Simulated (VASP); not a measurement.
# BN (F-43m) in VASP: notebook, part 2 of 2

VASP 6.6.1. The steps go on from the part before.

## Step 4: Dielectric tensor, LDA

INCAR reads:

```
ALGO = Normal
EDIFF = 1E-8
ENCUT = 400
ISIF = 2
ISMEAR = 0
LASPH = True
LCHARG = False
LEPSILON = True
LREAL = False
LWAVE = False
NELM = 100
PREC = Accurate
SIGMA = 0.1
```

KPOINTS reads:

```
k-points
0
Gamma
  8 8 8
```

POSCAR reads:

```
BN
1.0
    0.0000000000      1.8130010000      1.8130010000
    1.8130010000      0.0000000000      1.8130010000
    1.8130010000      1.8130010000      0.0000000000
N B
1 1
Direct
    0.2500000000      0.2500000000      0.2500000000
    0.0000000000      0.0000000000      0.0000000000
```

Potentials or basis: VASP PAW LDA potentials, release 64 (N, B).

On the command line:

```
cat potpaw_LDA.64/N/POTCAR potpaw_LDA.64/B/POTCAR > POTCAR
mpirun -np 1 vasp_std > vasp.out
```

OUTCAR:

```text
EDIFF = 1E-8
   ENCUT = 400
   ISIF = 2
   ISMEAR = 0
   LASPH = True
   LEPSILON = True
   LREAL = False
   NELM = 100
   PREC = Accurate

 Found     29 irreducible k-points:

 Following reciprocal coordinates:
            Coordinates               Weight
  0.000000  0.000000  0.000000      1.000000
  0.125000  0.000000  0.000000      8.000000
  0.250000  0.000000  0.000000      8.000000
  0.375000  0.000000  0.000000      8.000000
  0.500000  0.000000  0.000000      4.000000
  0.125000  0.125000  0.000000      6.000000
   k-points           NKPTS =     29   k-points in BZ     NKDIM =     29   number of bands    NBANDS=      8
   number of dos      NEDOS =    301   number of ions     NIONS =      2
   total plane-waves  NPLWV =   5832
   dimension x,y,z NGX =    18 NGY =   18 NGZ =   18
[... 204 lines left out ...]
    -1.01922 -0.00034  0.00000
     0.00000  0.00000  0.00020

 MACROSCOPIC STATIC DIELECTRIC TENSOR (including local field effects in DFT)
 ------------------------------------------------------
           4.613782     0.000000     0.000000
           0.000000     4.613782     0.000000
           0.000000    -0.000000     4.613782
 ------------------------------------------------------

 PIEZOELECTRIC TENSOR (including local field effects)  for field in x, y, z        (e  Angst)
          XX          YY          ZZ          XY          YZ          ZX
  --------------------------------------------------------------------------------
  x    -0.00000     0.00000    -0.00000     0.00000    -0.75895     0.00000
  y     0.00000    -0.00000    -0.00000     0.00000     0.00000    -0.75895
  z     0.00000    -0.00000    -0.00000    -0.75895     0.00000     0.00000

 PIEZOELECTRIC TENSOR (including local field effects)  for field in x, y, z        (C/m^2)
          XX          YY          ZZ          XY          YZ          ZX
  --------------------------------------------------------------------------------
  x    -0.00000     0.00000    -0.00000     0.00000    -1.02023     0.00000
  y     0.00000    -0.00000    -0.00000     0.00000     0.00000    -1.02023
  z     0.00000    -0.00000    -0.00000    -1.02023     0.00000     0.00000

 BORN EFFECTIVE CHARGES (including local field effects) (in |e|, cummulative output)
 ---------------------------------------------------------------------------------
 ion    1
    1    -1.88829     0.00000     0.00000
    2     0.00000    -1.88829    -0.00000
    3    -0.00000     0.00000    -1.88829
 ion    2
    1     1.88829     0.00000     0.00000
    2     0.00000     1.88829     0.00000
    3     0.00000     0.00000     1.88829
```

OSZICAR:

```text
N       E                     dE             d eps       ncg     rms          rms(c)
DAV:   1    -0.289387915382E+01   -0.28939E+01   -0.44742E+03   528   0.803E+02
DAV:   2    -0.204149511471E+02   -0.17521E+02   -0.16696E+02   616   0.122E+02
DAV:   3    -0.204950752683E+02   -0.80124E-01   -0.80124E-01   608   0.954E+00
[... 14 lines left out ...]
RMM:   3    -0.121827318374E+00    0.23797E-02   -0.11603E-03  2368   0.310E-01    0.348E-01
RMM:   4    -0.125885557664E+00   -0.40582E-02   -0.17377E-03  2389   0.378E-01    0.367E-02
RMM:   5    -0.126349522481E+00   -0.46396E-03   -0.19338E-05  2421   0.426E-02    0.405E-03
RMM:   6    -0.126365414237E+00   -0.15892E-04   -0.12409E-07  2558   0.311E-03    0.209E-03
RMM:   7    -0.126373469416E+00   -0.80552E-05   -0.11303E-08  2531   0.117E-03    0.153E-04
RMM:   8    -0.126374138577E+00   -0.66916E-06   -0.18933E-10  2125   0.104E-04    0.353E-05
RMM:   9    -0.126374130273E+00    0.83041E-08    0.00000E+00  1229   0.303E-05    0.159E-06
```

Run time: 30 s. Hardware: 1 thread of AMD EPYC 7R43 (Zen 3), shared host; peak memory 0.09 GiB.

These settings aren't checked as converged: the numbers below hold their error.

Results:

| Quantity | Value |
| --- | --- |
| Band gap on the k mesh | 4.30 eV, indirect (least direct gap 8.61 eV) |
| Electronic dielectric tensor (diagonal) | 4.61 |
| Born charges (mean of the diagonal) | N -1.89; B +1.89 e |

## Step 5: Dielectric tensor, LDA

Changes to INCAR since step 4:

```diff
@@ -2,3 +2,3 @@
 EDIFF = 1E-8
-ENCUT = 400
+ENCUT = 460
 ISIF = 2
@@ -12,2 +12,2 @@
 PREC = Accurate
-SIGMA = 0.1
+SIGMA = 0.01
```

KPOINTS is that of step 4.

POSCAR is that of step 4.

Potentials or basis: VASP PAW LDA potentials, release 64 (N, B).

On the command line:

```
cat potpaw_LDA.64/N/POTCAR potpaw_LDA.64/B/POTCAR > POTCAR
mpirun -np 1 vasp_std > vasp.out
```

OUTCAR:

```text
EDIFF = 1E-8
   ENCUT = 460
   ISIF = 2
   ISMEAR = 0
   LASPH = True
   LEPSILON = True
   LREAL = False
   NELM = 100
   PREC = Accurate

 Found     29 irreducible k-points:

 Following reciprocal coordinates:
            Coordinates               Weight
  0.000000  0.000000  0.000000      1.000000
  0.125000  0.000000  0.000000      8.000000
  0.250000  0.000000  0.000000      8.000000
  0.375000  0.000000  0.000000      8.000000
  0.500000  0.000000  0.000000      4.000000
  0.125000  0.125000  0.000000      6.000000
   k-points           NKPTS =     29   k-points in BZ     NKDIM =     29   number of bands    NBANDS=      8
   number of dos      NEDOS =    301   number of ions     NIONS =      2
   total plane-waves  NPLWV =   5832
   dimension x,y,z NGX =    18 NGY =   18 NGZ =   18
[... 204 lines left out ...]
    -1.02537 -0.00034  0.00000
     0.00000  0.00000  0.00020

 MACROSCOPIC STATIC DIELECTRIC TENSOR (including local field effects in DFT)
 ------------------------------------------------------
           4.613844    -0.000000    -0.000000
           0.000000     4.613844     0.000000
           0.000000     0.000000     4.613844
 ------------------------------------------------------

 PIEZOELECTRIC TENSOR (including local field effects)  for field in x, y, z        (e  Angst)
          XX          YY          ZZ          XY          YZ          ZX
  --------------------------------------------------------------------------------
  x     0.00000    -0.00000     0.00000     0.00000    -0.76352     0.00000
  y    -0.00000     0.00000     0.00000     0.00000     0.00000    -0.76352
  z    -0.00000    -0.00000     0.00000    -0.76352     0.00000     0.00000

 PIEZOELECTRIC TENSOR (including local field effects)  for field in x, y, z        (C/m^2)
          XX          YY          ZZ          XY          YZ          ZX
  --------------------------------------------------------------------------------
  x     0.00000    -0.00000     0.00000     0.00000    -1.02638     0.00000
  y    -0.00000     0.00000     0.00000     0.00000     0.00000    -1.02638
  z    -0.00000    -0.00000     0.00000    -1.02638     0.00000     0.00000

 BORN EFFECTIVE CHARGES (including local field effects) (in |e|, cummulative output)
 ---------------------------------------------------------------------------------
 ion    1
    1    -1.89125     0.00000     0.00000
    2     0.00000    -1.89125     0.00000
    3     0.00000     0.00000    -1.89125
 ion    2
    1     1.89125     0.00000     0.00000
    2     0.00000     1.89125     0.00000
    3    -0.00000     0.00000     1.89125
```

OSZICAR:

```text
N       E                     dE             d eps       ncg     rms          rms(c)
DAV:   1     0.126008854623E+01    0.12601E+01   -0.51171E+03   504   0.910E+02
DAV:   2    -0.204111403839E+02   -0.21671E+02   -0.21455E+02   600   0.141E+02
DAV:   3    -0.205110160892E+02   -0.99876E-01   -0.99876E-01   544   0.115E+01
[... 14 lines left out ...]
RMM:   3    -0.121828781815E+00    0.23836E-02   -0.11656E-03  2367   0.311E-01    0.348E-01
RMM:   4    -0.125877639954E+00   -0.40489E-02   -0.17423E-03  2391   0.379E-01    0.367E-02
RMM:   5    -0.126341144896E+00   -0.46350E-03   -0.19291E-05  2424   0.428E-02    0.404E-03
RMM:   6    -0.126357133600E+00   -0.15989E-04   -0.12000E-07  2558   0.314E-03    0.208E-03
RMM:   7    -0.126365324526E+00   -0.81909E-05   -0.11568E-08  2533   0.119E-03    0.154E-04
RMM:   8    -0.126365985416E+00   -0.66089E-06   -0.16871E-10  2124   0.108E-04    0.349E-05
RMM:   9    -0.126365976888E+00    0.85280E-08    0.00000E+00  1238   0.312E-05    0.159E-06
```

stdout:

```text
POSCAR found type information on POSCAR N B
 POSCAR found :  2 types and       2 ions
 scaLAPACK will be used
 LDA part: xc-table for (Slater(with rela. corr.)+CA(PZ))
 , standard interpolation
 POSCAR, INCAR and KPOINTS ok, starting setup
 FFT: planning ... GRIDC
 FFT: planning ... GRID_SOFT
 FFT: planning ... GRID
 WAVECAR not read
 entering main loop
 Linear response reoptimize wavefunctions to high precision
 Linear response G [H, r] |phi>, progress :
  Direction:   1
 Linear response G [H, r] |phi>, progress :
  Direction:   2
 Linear response G [H, r] |phi>, progress :
  Direction:   3
 Linear response to external field (no local field effect), progress :
  Direction:   1
 dielectric tensor                  component  1 :     5.463     1.905     0.496
 Linear response to external field (no local field effect), progress :
  Direction:   2
 dielectric tensor                  component  2 :     1.905     5.456    -0.612
 Linear response to external field (no local field effect), progress :
  Direction:   3
 dielectric tensor                  component  3 :     0.495    -0.612     3.396
 Linear response to external field, progress :
  Direction:   1
 dielectric tensor                  component  1 :     4.614     0.762     0.478
 Linear response to external field, progress :
  Direction:   2
 dielectric tensor                  component  2 :     0.712     4.614     0.383
 Linear response to external field, progress :
  Direction:   3
 dielectric tensor                  component  3 :     0.552     0.688     4.614
 Born effective charges drift removed
```

It took 32 s on 1 thread of AMD EPYC 7R43 (Zen 3), shared host; peak memory 0.09 GiB.

These settings aren't checked as converged: the numbers below hold their error.

Results:

```
Band gap on the k mesh                  : 4.33 eV, indirect (least direct gap 8.64 eV)
Electronic dielectric tensor (diagonal) : 4.61
Born charges (mean of the diagonal)     : N -1.89; B +1.89 e
```
